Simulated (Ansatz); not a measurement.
Crystal: I, diamond type, 2 atoms in the cell.

All numbers below come from r²SCAN, plane waves, PAW datasets (generated hard set) in Ansatz.

Cutoff 700 eV; k-mesh 8×8×8 Γ-centred; Fermi–Dirac smearing of 0.1 eV; no spin polarisation; no spin–orbit coupling.

| V (Å³/atom) | a (Å) | E − E(min) (meV/atom) | P (GPa) |
| --- | --- | --- | --- |
| 55.725 | 7.6392 | 16.16 | 1.15 |
| 57.542 | 7.7213 | 6.00 | 0.66 |
| 59.360 | 7.8018 | 0.89 | 0.25 |
| 61.177 | 7.8806 | 0.00 | -0.09 |
| 62.994 | 7.9579 | 2.60 | -0.37 |

Task: Fit a third-order Birch–Murnaghan equation of state to the energies.

Result: V₀ = 60.689 Å³/atom (a₀ = 7.860 Å), B₀ = 10.8 GPa, B₀′ = 5.17.

The stress includes the program's correction for the finite plane-wave basis.

This cubic structure is a model: it isn't the usual form of the substance at ambient conditions, and such phases are metastable or hypothetical. Spin polarisation is left out, and a magnetic state may lie lower. Potentials made with PBE were used with another functional.
